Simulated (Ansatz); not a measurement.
# SnO2 (P4_2/mnm): the host for defect calculations, part 2 of 2

Before any defect goes in: SnO2 (P4_2/mnm) at rest, and how it screens a charge.

Ansatz 0.2.0; plane-wave PAW DFT, PBEsol; relaxation of the host's cell and atoms (the session's first sound run).

So far. Step 3 (Dielectric tensors of the host): The principal values of the electronic dielectric tensor are 4.59, 4.59 and 4.90. The principal values of the static dielectric tensor are 10.42, 13.49 and 13.49.

**4. Defect free supercell relaxed in its symmetry**

This cell, the one that will hold the defects, is built from the relaxed host. Its coarser k-points can move the atoms a little, so it is relaxed from the symmetric sites, as the reference for the test of stability.

This step: plane-wave PAW DFT, PBEsol; relaxation of the defect-free supercell in its symmetry (Ansatz 0.2.0).

System of this step: SnO2 (P4_2/mnm). The cell holds 96 atoms: 32 Sn and 64 O. Its edges and angles: a = 11.499 Å, b = 11.499 Å, c = 13.487 Å, α = 54.1°, β = 54.1°, γ = 71.8°.

The input, pristine.symmetric/input.yaml:

```yaml
crystal:
  lattice:
    - [0.0, 9.5368018791, 6.4248564291]
    - [9.5368018791, 0.0, 6.4248564291]
    - [9.5368018791, 9.5368018791, 0.0]
  atoms:
    - { symbol: Sn, position: [0.125, 0.125, 0.125] }
    - { symbol: Sn, position: [0.375, 0.375, 0.375] }
    - { symbol: Sn, position: [0.0, 0.0, 0.0] }
    - { symbol: Sn, position: [0.25, 0.25, 0.25] }
    - { symbol: O, position: [0.0281270843, 0.2218729157, 0.375] }
    - { symbol: O, position: [0.2781270843, 0.4718729157, 0.125] }
    - { symbol: O, position: [0.2218729157, 0.0281270843, 0.375] }
    - { symbol: O, position: [0.4718729157, 0.2781270843, 0.125] }
    - { symbol: O, position: [0.0, 0.0, 0.1531270843] }
    - { symbol: O, position: [0.25, 0.25, 0.4031270843] }
    - { symbol: O, position: [0.0, 0.0, 0.3468729157] }
    - { symbol: O, position: [0.25, 0.25, 0.0968729157] }
    - { symbol: Sn, position: [0.125, 0.125, 0.625] }
    - { symbol: Sn, position: [0.375, 0.375, 0.875] }
    - { symbol: Sn, position: [0.0, 0.0, 0.5] }
    - { symbol: Sn, position: [0.25, 0.25, 0.75] }
    - { symbol: O, position: [0.0281270843, 0.2218729157, 0.875] }
    - { symbol: O, position: [0.2781270843, 0.4718729157, 0.625] }
    - { symbol: O, position: [0.2218729157, 0.0281270843, 0.875] }
    - { symbol: O, position: [0.4718729157, 0.2781270843, 0.625] }
    - { symbol: O, position: [0.0, 0.0, 0.6531270843] }
    - { symbol: O, position: [0.25, 0.25, 0.9031270843] }
    - { symbol: O, position: [0.0, 0.0, 0.8468729157] }
    - { symbol: O, position: [0.25, 0.25, 0.5968729157] }
    - { symbol: Sn, position: [0.125, 0.625, 0.125] }
    - { symbol: Sn, position: [0.375, 0.875, 0.375] }
    - { symbol: Sn, position: [0.0, 0.5, 0.0] }
    - { symbol: Sn, position: [0.25, 0.75, 0.25] }
    - { symbol: O, position: [0.0281270843, 0.7218729157, 0.375] }
    - { symbol: O, position: [0.2781270843, 0.9718729157, 0.125] }
[... 60 atom lines left out ...]
    - { symbol: O, position: [0.7218729157, 0.5281270843, 0.875] }
    - { symbol: O, position: [0.9718729157, 0.7781270843, 0.625] }
    - { symbol: O, position: [0.5, 0.5, 0.6531270843] }
    - { symbol: O, position: [0.75, 0.75, 0.9031270843] }
    - { symbol: O, position: [0.5, 0.5, 0.8468729157] }
    - { symbol: O, position: [0.75, 0.75, 0.5968729157] }
basis:
  ecutwfc: 420
  xc_grid: 2
hamiltonian:
  xc: pbesol
kpoints:
  mp_grid: { grid: [1, 1, 1] }
scf:
  occupations: { method: fermi_dirac, width: 0.01 }
  max_iter: 100
  lower_state_search: "off"
output:
  forces: true
relax:
  f_tol: 0.015
  max_steps: 60
  escape_saddle: false
checkpoint:
  write: "../pristine.symmetric.run"
  compress: false
  write_wavefunctions: false
  write_every: 100000
```

Run with:

```sh
$ ansatz run input.yaml --threads 32 --pin off --max-ram 131891MiB --backend cuda --events-out ev --progress --plain --runs-dir out
```

Numbers of over 12 decimals in the logs are rounded to 6 here.

Output:

```text
[...]
device memory: the entry about to start is reckoned to put 4.0 GiB on a device that reports 182.5 GiB free
GPU FFT provider: cuFFT
GPU libraries: cuBLAS 13.8.1, cuFFT 12.4.0, cuSOLVER 12.3.2
GPU matrix products: emulated (plane waves: as basis.precision tells), large ones in fixed point in workspaces of 1.00 GiB
Crystal: 96 atoms, lattice volume = 1168.689 Å³
Basis set: ecut = 420 eV, 22837 PW (Γ), exchange–correlation on 160×160×192 points (8 copies of the dense FFT grid, shifted against one another)
Bands: 512, of which v1, the nominal top of the filled ones, is band 416 counted from 1 (415 counted from 0)
Symmetry: 256 space group operations
[...]
k-points: 1
[...]
GPU buffer pool allocated for 614400 grid points (all kernels)
GPU transforms: local potential and band sums: pruned to the plane-wave sphere, on 80×80×90
[...]
SCF iter   1: F=—  HF=-226288.516335 eV  |Δ(HF+E_count)|=         —  Δρ=1.51e-2  dr2=2.08e0  Hψ=1860
[...]
SCF iter   6: F=-226287.924586 eV  HF=-226287.924586 eV  |Δ(HF+E_count)|=   3.07e-5  Δρ=9.46e-6  dr2=1.33e-6  Hψ=1721
SCF 1 converged in 6 iterations: F = -226287.924586 eV  dr2 = 1.33e-6
[...]
relax step   1: F+E_penalty+E_count = -226287.92458603 eV  Δ(F+E_penalty+E_count) = +0.000e0 eV  max|allowed force component| = 4.149e-2 eV/Å  Δτ_max = 0.0000 Å  (6 SCF iters, dr2 threshold 5.63e-6 eV, accepted)
[...]
SCF iter   5: F=-226287.929163 eV  HF=-226287.929163 eV  |Δ(HF+E_count)|=   2.58e-8  Δρ=1.79e-6  dr2=4.30e-8  Hψ=1513
SCF 2 converged in 5 iterations: F = -226287.929163 eV  dr2 = 4.30e-8
relax step   2: F+E_penalty+E_count = -226287.92916276 eV  Δ(F+E_penalty+E_count) = -4.577e-3 eV  max|allowed force component| = 1.211e-2 eV/Å  Δτ_max = 0.0019 Å  (5 SCF iters, accepted)
SCF converged after 5 iterations
Free energy (F): -226287.929163 eV
[...]
Internal energy: -226287.929163 eV  (E = F + TS)
E sigma→0 (E₀):  -226287.929163 eV
Fermi energy:    9.562935 eV
[...]
--- Forces (eV/Å), atoms counted from 1 ---
  atom   1  Sn     0.00000000    -0.00000000    -0.00000000
  atom   2  Sn    -0.00000000    -0.00000000    -0.00000000
  atom   3  Sn    -0.00000000     0.00000000    -0.00000000
  atom   4  Sn    -0.00000000    -0.00000000    -0.00000000
  atom   5  O     -0.01211362     0.01211362     0.00000000
  atom   6  O     -0.01211362     0.01211362     0.00000000
  [... 90 more lines of this table ...]
  max |Σ_I F_I| component: 1.14e-16 eV/Å
--- Relaxed structure (2 steps of the walk, 2 accepted, 0 SCFs on fresh bases) ---
  F+E_penalty+E_count = -226287.92916276 eV   max|allowed force component| = 1.211e-2 eV/Å
  atoms:
    - { symbol: Sn, position: [0.125000, 0.125000, 0.125000] }
    - { symbol: Sn, position: [0.375000, 0.375000, 0.375000] }
    - { symbol: Sn, position: [0, 0, 0] }
    - { symbol: Sn, position: [0.250000, 0.250000, 0.250000] }
    - { symbol: O, position: [0.028267, 0.221733, 0.375] }
    - { symbol: O, position: [0.278267, 0.471733, 0.125000] }
  [... 90 more lines of this table ...]
```

The job ended after 2 s (1 × NVIDIA GB200 with 32 threads of Arm Neoverse V2, shared host; peak memory 1.4 GiB; 6.2 s of CPU time).

No atom moved by 0.005 Å in the relaxation.

**5. Defect free supercell relaxed from displaced atoms**

This step: plane-wave PAW DFT, PBEsol; relaxation of the defect-free supercell from random displacements, a test of the host's stability (Ansatz 0.2.0).

pristine.rattled/input.yaml, as its differences from pristine.symmetric/input.yaml of step 4:

```diff
@@ -58,6 +58,6 @@
   f_tol: 0.015
-  max_steps: 60
-  escape_saddle: false
+  max_steps: 120
+  random_displacement: { amplitude: 0.06, seed: 10037 }
 checkpoint:
-  write: "../pristine.symmetric.run"
+  write: "../pristine.rattled.run"
   compress: false
```

Output:

```text
[...]
GPU FFT provider: cuFFT
GPU libraries: cuBLAS 13.8.1, cuFFT 12.4.0, cuSOLVER 12.3.2
[...]
Crystal: 96 atoms, lattice volume = 1168.689 Å³
Basis set: ecut = 420 eV, 22837 PW (Γ), exchange–correlation on 160×160×192 points (8 copies of the dense FFT grid, shifted against one another)
Bands: 512, of which v1, the nominal top of the filled ones, is band 416 counted from 1 (415 counted from 0)
Symmetry: 1 space group operations
k-points: 1
[...]
GPU buffer pool allocated for 614400 grid points (all kernels)
[...]
SCF iter   1: F=—  HF=-226285.760678 eV  |Δ(HF+E_count)|=         —  Δρ=1.51e-2  dr2=2.07e0  Hψ=1878
[...]
SCF iter   8: F=-226285.175958 eV  HF=-226285.175958 eV  |Δ(HF+E_count)|=   9.42e-7  Δρ=4.24e-6  dr2=2.07e-7  Hψ=1329
SCF 1 converged in 8 iterations: F = -226285.175958 eV  dr2 = 2.07e-7
[...]
relax step   1: F+E_penalty+E_count = -226285.17595789 eV  Δ(F+E_penalty+E_count) = +0.000e0 eV  max|allowed force component| = 2.095e0 eV/Å  Δτ_max = 0.0000 Å  (8 SCF iters, dr2 threshold 5.63e-6 eV, accepted)
[...]
relax step   2: F+E_penalty+E_count = -226287.50195166 eV  Δ(F+E_penalty+E_count) = -2.326e0 eV  max|allowed force component| = 6.542e-1 eV/Å  Δτ_max = 0.0904 Å  (7 SCF iters, dr2 threshold 1.00e-4 eV, accepted)
relax step   3: F+E_penalty+E_count = -226287.92937492 eV  Δ(F+E_penalty+E_count) = -4.274e-1 eV  max|allowed force component| = 9.793e-3 eV/Å  Δτ_max = 0.0566 Å  (7 SCF iters, dr2 threshold 2.67e-5 eV, accepted)
[...]
SCF iter   4: F=-226287.929375 eV  HF=-226287.929375 eV  |Δ(HF+E_count)|=   4.71e-8  Δρ=8.94e-7  dr2=1.22e-8  Hψ=1595
SCF 4 converged in 4 iterations: F = -226287.929375 eV  dr2 = 1.22e-8
relax step   4: F+E_penalty+E_count = -226287.92937523 eV  Δ(F+E_penalty+E_count) = -3.083e-7 eV  max|allowed force component| = 9.675e-3 eV/Å  Δτ_max = 0.0000 Å  (4 SCF iters, accepted)
SCF converged after 4 iterations
Free energy (F): -226287.929375 eV
[...]
Internal energy: -226287.929375 eV  (E = F + TS)
E sigma→0 (E₀):  -226287.929375 eV
Fermi energy:    9.563729 eV
[...]
--- Forces (eV/Å), atoms counted from 1 ---
  atom   1  Sn     0.00215155     0.00090647     0.00336213
  atom   2  Sn     0.00583459     0.00042716     0.00117254
  atom   3  Sn     0.00881958     0.00176039     0.00692334
  atom   4  Sn    -0.00481659     0.00177498     0.00235273
  atom   5  O      0.00004747    -0.00328378    -0.00598486
  atom   6  O     -0.00187751    -0.00155359     0.00050999
  [... 90 more lines of this table ...]
  max |Σ_I F_I| component: 1.07e-4 eV/Å
--- Relaxed structure (4 steps of the walk, 4 accepted, 0 SCFs on fresh bases) ---
  F+E_penalty+E_count = -226287.92937523 eV   max|allowed force component| = 9.675e-3 eV/Å
  atoms:
    - { symbol: Sn, position: [0.124923, 0.124788, 0.125281] }
    - { symbol: Sn, position: [0.374954, 0.374759, 0.375219] }
    - { symbol: Sn, position: [-3.3815962004082894e-5, -0.000304, 0.000275] }
    - { symbol: Sn, position: [0.249911, 0.249883, 0.250233] }
    - { symbol: O, position: [0.028299, 0.221539, 0.375234] }
    - { symbol: O, position: [0.278345, 0.471544, 0.125168] }
  [... 90 more lines of this table ...]
```

Run time: 2.9 s. Hardware: 1 × NVIDIA GB200 with 32 threads; peak memory 1.4 GiB.

Step by step:

```csv
step,energy less that of the first step (eV),largest force component (eV/Å)
1,0.0000,2.0952
2,-2.3260,0.6542
3,-2.7534,0.0098
4,-2.7534,0.0097
```

The relaxation ends 29 meV an atom lower than the displaced start, with a largest force component of 0.0097 eV/Å.

**6. Host on a dense mesh**

This step: plane-wave PAW DFT, PBEsol; single point of the defect-free host, a test of the k-point sampling (Ansatz 0.2.0).

System of this step: SnO2 (P4_2/mnm). It takes space group P4_2/mnm (No. 136, tetragonal). Conventional cell: a = 4.768 Å, b = 4.768 Å, c = 3.212 Å, α = 90.00°, β = 90.00°, γ = 90.00°. Nearest to Sn lie 6 O at 2.07 Å. Nearest to O lie 3 Sn at 2.07 Å. Farther neighbours and most contacts between anions are not listed.

The input, dense/input.yaml:

```yaml
crystal:
  lattice:
    - [4.7684009395, 0.0, 0.0]
    - [0.0, 4.7684009395, 0.0]
    - [0.0, 0.0, 3.2124282145]
  atoms:
    - { symbol: Sn, position: [0.5, 0.5, 0.5] }
    - { symbol: Sn, position: [0.0, 0.0, 0.0] }
    - { symbol: O, position: [0.1937458314, 0.8062541686, 0.5] }
    - { symbol: O, position: [0.8062541686, 0.1937458314, 0.5] }
    - { symbol: O, position: [0.3062541686, 0.3062541686, 0.0] }
    - { symbol: O, position: [0.6937458314, 0.6937458314, 0.0] }
basis:
  ecutwfc: 420
  xc_grid: 2
hamiltonian:
  xc: pbesol
kpoints:
  mp_grid: { grid: [6, 6, 9] }
scf:
  occupations: { method: fermi_dirac, width: 0.01 }
  max_iter: 100
  lower_state_search: "off"
checkpoint:
  write: "../dense.run"
  compress: false
  write_wavefunctions: false
  write_every: 100000
```

Run with:

```sh
$ ansatz run input.yaml --threads 32 --pin off --max-ram 131891MiB --backend cpu --events-out ev --progress --plain --runs-dir out
```

Output:

```text
[...]
Crystal: 6 atoms, lattice volume = 73.043 Å³
Basis set: ecut = 420 eV, 1435 PW (Γ), exchange–correlation on 64×64×48 points (8 copies of the dense FFT grid, shifted against one another)
Bands: 32, of which v1, the nominal top of the filled ones, is band 26 counted from 1 (25 counted from 0)
Symmetry: 16 space group operations
[...]
k-points: 50 of 324
[...]
SCF iter   1: F=—  HF=-14143.110467 eV  |Δ(HF+E_count)|=         —  Δρ=1.61e-2  dr2=1.51e-1  Hψ=7135
[...]
SCF iter   7: F=-14143.067677 eV  HF=-14143.067677 eV  |Δ(HF+E_count)|=   4.91e-8  Δρ=2.07e-6  dr2=3.73e-9  Hψ=3054
SCF 1 converged in 7 iterations: F = -14143.067677 eV  dr2 = 3.73e-9
[...]
SCF converged after 7 iterations
Free energy (F): -14143.067677 eV
[...]
Internal energy: -14143.067677 eV  (E = F + TS)
E sigma→0 (E₀):  -14143.067677 eV
Fermi energy:    9.549666 eV
[...]
```

Wall time 0.38 s (32 threads); peak memory 0.46 GiB; 6.4 s of CPU time.

**7. Defect free supercell at the zone centre**

The supercell is run at the zone centre, to see how far that sampling misses the dense mesh.

System of this step: SnO2 (P4_2/mnm). The cell holds 96 atoms: 32 Sn and 64 O. Cell: a = 11.499 Å, b = 11.499 Å, c = 13.487 Å, α = 54.1°, β = 54.1°, γ = 71.8°.

pristine.sampling_gamma/input.yaml, as its differences from pristine.rattled/input.yaml of step 5:

```diff
@@ -54,10 +54,4 @@
   lower_state_search: "off"
-output:
-  forces: true
-relax:
-  f_tol: 0.015
-  max_steps: 120
-  random_displacement: { amplitude: 0.06, seed: 10037 }
 checkpoint:
-  write: "../pristine.rattled.run"
+  write: "../pristine.sampling_gamma.run"
   compress: false
```

Run with:

```sh
$ ansatz run input.yaml --threads 32 --pin off --max-ram 131891MiB --backend cuda --events-out ev --progress --plain --runs-dir out
```

Output:

```text
[...]
GPU FFT provider: cuFFT
GPU libraries: cuBLAS 13.8.1, cuFFT 12.4.0, cuSOLVER 12.3.2
[...]
Crystal: 96 atoms, lattice volume = 1168.689 Å³
Basis set: ecut = 420 eV, 22837 PW (Γ), exchange–correlation on 160×160×192 points (8 copies of the dense FFT grid, shifted against one another)
Bands: 512, of which v1, the nominal top of the filled ones, is band 416 counted from 1 (415 counted from 0)
Symmetry: 256 space group operations
[...]
k-points: 1
[...]
GPU buffer pool allocated for 614400 grid points (all kernels)
[...]
SCF iter   1: F=—  HF=-226288.516325 eV  |Δ(HF+E_count)|=         —  Δρ=1.51e-2  dr2=2.08e0  Hψ=1860
[...]
SCF iter   8: F=-226287.924587 eV  HF=-226287.924587 eV  |Δ(HF+E_count)|=   6.59e-8  Δρ=2.95e-7  dr2=9.45e-10  Hψ=1158
SCF 1 converged in 8 iterations: F = -226287.924587 eV  dr2 = 9.45e-10
[...]
SCF converged after 8 iterations
Free energy (F): -226287.924587 eV
[...]
Internal energy: -226287.924587 eV  (E = F + TS)
E sigma→0 (E₀):  -226287.924587 eV
Fermi energy:    9.561023 eV
[...]
```

Wall time 1.6 s (1 × NVIDIA GB200 with 32 threads); peak memory 1.4 GiB.

**8. Defect free supercell at the quarter point**

The supercell is run at one point off the zone centre, to see how far that sampling misses the dense mesh.

pristine.sampling_quarter/input.yaml, as its differences from pristine.sampling_gamma/input.yaml of step 7:

```diff
@@ -49,3 +49,3 @@
 kpoints:
-  mp_grid: { grid: [1, 1, 1] }
+  mp_grid: { grid: [1, 1, 1], shift: [0.25, 0.25, 0.25] }
 scf:
@@ -55,3 +55,3 @@
 checkpoint:
-  write: "../pristine.sampling_gamma.run"
+  write: "../pristine.sampling_quarter.run"
   compress: false
```

Output:

```text
[...]
GPU FFT provider: cuFFT
GPU libraries: cuBLAS 13.8.1, cuFFT 12.4.0, cuSOLVER 12.3.2
[...]
Crystal: 96 atoms, lattice volume = 1168.689 Å³
Basis set: ecut = 420 eV, 22837 PW (Γ), exchange–correlation on 160×160×192 points (8 copies of the dense FFT grid, shifted against one another)
Bands: 512, of which v1, the nominal top of the filled ones, is band 416 counted from 1 (415 counted from 0)
Symmetry: 64 space group operations
k-points: 1
[...]
GPU buffer pool allocated for 614400 grid points (all kernels)
[...]
SCF iter   1: F=—  HF=-226289.298923 eV  |Δ(HF+E_count)|=         —  Δρ=1.58e-2  dr2=2.31e0  Hψ=1869
[...]
SCF iter   8: F=-226288.641769 eV  HF=-226288.641769 eV  |Δ(HF+E_count)|=   3.11e-7  Δρ=1.29e-6  dr2=2.18e-8  Hψ=1148
SCF 1 converged in 8 iterations: F = -226288.641769 eV  dr2 = 2.18e-8
[...]
SCF converged after 8 iterations
Free energy (F): -226288.641769 eV
[...]
Internal energy: -226288.641769 eV  (E = F + TS)
E sigma→0 (E₀):  -226288.641769 eV
Fermi energy:    9.773909 eV
[...]
```

Wall time 2.2 s (1 × NVIDIA GB200 with 32 threads); peak memory 1.5 GiB.

**9. Summary of results**

```
primitive cell vectors, lengths                                      : 4.768, 4.768, 3.212 Å
electronic dielectric constant                                       : principal values (4.59, 4.59, 4.90)
static dielectric constant                                           : principal values (10.42, 13.49, 13.49)
gap on the k-mesh of the response run (PBEsol)                       : 0.92 eV
supercell relaxed in its symmetry less the displaced and relaxed one : 0.000 eV
energy an atom at the zone centre alone less that on the dense mesh  : 0.012 eV
energy an atom at one point at (¼, ¼, ¼) less that on the dense mesh : 0.005 eV
```

Step 5: The energy fell by 2.753 eV from the randomly displaced start; the atoms end within 0.005 Å of the sites as typed, once the mean shift is taken out. The displaced cell ends within 0.01 eV of the symmetric one relaxed in its symmetry, so no lower structure shows in this supercell. The k-mesh can miss the band edges, so this gap is an upper bound at this level. All at zero temperature.

[Logs are printed without paths, hosts, clocks, repeated set-up lines and the standing remarks that a program may print on its own settings, such as how far it seeks lower states.]

[Hosts, paths, dates, database ids (printed as entryN), source tags and the programs' standing remarks are cut or masked in the printed files.]

[Runs of the host that timed out are not shown.]

[For some hosts the program warned that the k-mesh of the response run may be too coarse for force constants and the static dielectric constant; such warnings are not always shown.]

[The program warned that the k-mesh of a response run behind this text may be too coarse: force constants, and the static dielectric constant and all else formed from them, are not shown converged.]
